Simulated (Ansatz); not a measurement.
Geometry optimisation, Ansatz 0.2.0, DFT PBE-D3(BJ), scalar-relativistic, plane waves, PAW.

The input (input.yaml):

```yaml
crystal:
  lattice:
    - [-2.4986, 4.327702, 5.4571]
    - [4.9972, 0.0, 5.4571]
    - [4.9972, 8.655404, 0.0]
  atoms:
    - { symbol: Si, position: [0.75000001, 0.24999999, 0.12500001] }
    - { symbol: Si, position: [0.16666667, 0.16666666, 0.16666667] }
    - { symbol: Si, position: [0.58333335, 0.08333331, 0.95833337] }
    - { symbol: O, position: [0.97960834, 0.18705832, 0.11392085] }
    - { symbol: O, position: [0.353725, 0.146275, 0.03058751] }
    - { symbol: O, position: [0.18705834, 0.97960833, 0.30274584] }
    - { symbol: O, position: [0.146275, 0.353725, 0.21941251] }
    - { symbol: O, position: [0.70921667, 0.12411666, 0.04166668] }
    - { symbol: Si, position: [0.75000002, 0.24999998, 0.62500003] }
    - { symbol: Si, position: [0.16666668, 0.16666665, 0.66666669] }
    - { symbol: Si, position: [0.58333335, 0.08333332, 0.45833335] }
    - { symbol: O, position: [0.97960835, 0.18705831, 0.61392086] }
    - { symbol: O, position: [0.35372501, 0.14627499, 0.53058752] }
    - { symbol: O, position: [0.12411668, 0.70921666, 0.54166668] }
    - { symbol: O, position: [0.18705835, 0.97960832, 0.80274586] }
    - { symbol: O, position: [0.14627501, 0.35372499, 0.71941252] }
    - { symbol: O, position: [0.70921668, 0.12411665, 0.54166669] }
    - { symbol: Si, position: [0.25000001, 0.74999999, 0.37500001] }
    - { symbol: Si, position: [0.66666668, 0.66666665, 0.41666669] }
    - { symbol: Si, position: [0.08333334, 0.58333333, 0.20833334] }
    - { symbol: O, position: [0.47960834, 0.68705832, 0.36392085] }
    - { symbol: O, position: [1.12411668, 0.70921666, 0.04166668] }
    - { symbol: O, position: [0.62411668, 0.20921666, 0.29166668] }
    - { symbol: O, position: [0.68705835, 0.47960832, 0.55274586] }
    - { symbol: O, position: [0.64627501, 0.85372499, 0.46941252] }
    - { symbol: O, position: [0.20921667, 0.62411666, 0.29166668] }
    - { symbol: Si, position: [0.25000002, 0.74999998, 0.87500003] }
    - { symbol: Si, position: [0.66666669, 0.66666665, 0.9166667] }
    - { symbol: Si, position: [0.08333335, 0.58333332, 0.70833335] }
    - { symbol: O, position: [0.47960835, 0.68705831, 0.86392086] }
    - { symbol: O, position: [0.85372502, 0.64627498, 0.78058753] }
    - { symbol: O, position: [0.62411669, 0.20921665, 0.79166669] }
    - { symbol: O, position: [0.68705834, 0.47960833, 0.05274584] }
    - { symbol: O, position: [0.64627502, 0.85372498, 0.96941253] }
    - { symbol: O, position: [0.20921668, 0.62411665, 0.79166669] }
total_charge: -2
basis:
  ecutwfc: 420.0
kpoints:
  mp_grid: { grid: [2, 2, 2] }
hamiltonian:
  xc: pbe
  dispersion: d3bj
  pseudopotentials: { kind: paw, azcp: { folder: soft_1 } }
scf:
  occupations: { method: gaussian, width: 0.02 }
  lower_state_search: "off"
relax:
  f_tol: 0.03
  max_steps: 60
  adjacent_minimum: "off"
```

Run as:

```bash
$ ansatz run input.yaml --threads 4 --pin off --max-ram 10240MiB --backend cpu --events-out ev --progress --plain --runs-dir out
```

Where does it end, and by what steps?

The run converged. Limits of this set-up: no spin, though dangling bonds at a vacancy may carry it, a small cell, in which the defect meets its images, charged cell in a uniform background, uncorrected. After 24 steps the energy has fallen by 4.119 eV; O26 moved furthest, 1.04 Å. Joined: Si18–Si20 (3.09 → 2.41 Å).

```json
{"step": "0", "energy less start (eV)": "0.0000", "largest force component (eV/Å)": "4.107", "accepted": "yes"}
{"step": "1", "energy less start (eV)": "-1.1252", "largest force component (eV/Å)": "2.628", "accepted": "yes"}
{"step": "2", "energy less start (eV)": "-2.0852", "largest force component (eV/Å)": "1.494", "accepted": "yes"}
{"step": "3", "energy less start (eV)": "-2.1573", "largest force component (eV/Å)": "2.216", "accepted": "yes"}
{"step": "4", "energy less start (eV)": "-2.4190", "largest force component (eV/Å)": "0.598", "accepted": "yes"}
{"step": "5", "energy less start (eV)": "-2.6089", "largest force component (eV/Å)": "0.489", "accepted": "yes"}
{"step": "6", "energy less start (eV)": "-2.7409", "largest force component (eV/Å)": "0.600", "accepted": "yes"}
{"step": "7", "energy less start (eV)": "-2.9178", "largest force component (eV/Å)": "0.789", "accepted": "yes"}
{"step": "8", "energy less start (eV)": "-3.1201", "largest force component (eV/Å)": "1.500", "accepted": "yes"}
{"step": "9", "energy less start (eV)": "-3.1308", "largest force component (eV/Å)": "1.398", "accepted": "yes"}
{"step": "10", "energy less start (eV)": "-3.5754", "largest force component (eV/Å)": "0.845", "accepted": "yes"}
{"step": "11", "energy less start (eV)": "-3.7243", "largest force component (eV/Å)": "0.818", "accepted": "yes"}
{"step": "12", "energy less start (eV)": "-3.7978", "largest force component (eV/Å)": "0.351", "accepted": "yes"}
{"step": "13", "energy less start (eV)": "-3.8863", "largest force component (eV/Å)": "0.388", "accepted": "yes"}
{"step": "14", "energy less start (eV)": "-3.9141", "largest force component (eV/Å)": "0.245", "accepted": "yes"}
{"step": "15", "energy less start (eV)": "-4.0009", "largest force component (eV/Å)": "0.341", "accepted": "yes"}
{"step": "16", "energy less start (eV)": "-4.0659", "largest force component (eV/Å)": "0.341", "accepted": "yes"}
{"step": "17", "energy less start (eV)": "-3.9998", "largest force component (eV/Å)": "0.307", "accepted": "no"}
{"step": "18", "energy less start (eV)": "-4.0972", "largest force component (eV/Å)": "0.308", "accepted": "yes"}
{"step": "19", "energy less start (eV)": "-4.1083", "largest force component (eV/Å)": "0.235", "accepted": "yes"}
{"step": "20", "energy less start (eV)": "-4.1152", "largest force component (eV/Å)": "0.088", "accepted": "yes"}
{"step": "21", "energy less start (eV)": "-4.1159", "largest force component (eV/Å)": "0.105", "accepted": "yes"}
{"step": "22", "energy less start (eV)": "-4.1180", "largest force component (eV/Å)": "0.055", "accepted": "yes"}
{"step": "23", "energy less start (eV)": "-4.1187", "largest force component (eV/Å)": "0.031", "accepted": "yes"}
{"step": "24", "energy less start (eV)": "-4.1192", "largest force component (eV/Å)": "0.015", "accepted": "yes"}
```

```xyz
35
Lattice="-2.4986 4.3277 5.4571 4.9972 0.0000 5.4571 4.9972 8.6554 0.0000" Properties=species:S:1:pos:R:3
Si -0.051 4.351 5.512
Si 1.366 2.351 1.878
Si 3.873 10.689 3.707
O -0.973 5.460 6.240
O 0.314 1.776 3.015
O 5.680 3.600 6.579
O 2.767 2.711 2.593
O -1.023 3.245 4.798
Si 2.379 8.611 5.494
Si 3.818 6.620 1.784
Si 1.203 6.417 3.575
O 1.436 9.814 6.083
O 2.638 6.204 2.813
O 5.948 4.976 4.400
O 8.476 8.038 6.518
O 5.232 6.804 2.560
O 1.393 7.632 4.650
Si 4.718 4.170 5.301
Si 3.489 6.299 7.318
Si 3.962 2.424 3.820
O 4.026 5.567 5.890
O 1.049 5.121 9.705
O 0.904 5.033 4.397
O 3.168 7.879 6.666
O 5.017 6.747 8.020
O 3.303 3.196 5.234
Si 7.584 8.725 5.317
Si 6.382 10.861 7.225
Si 6.379 6.300 3.628
O 6.532 9.732 6.066
O 5.255 10.299 8.261
O 3.437 9.309 4.443
O 0.825 3.611 6.652
O 7.750 11.096 8.065
O 6.675 7.576 4.607
```

The run took 51 s on 4 threads of AMD EPYC 9R45 96-Core Processor (Zen 5), on a shared host, peak memory 1.6 GiB.
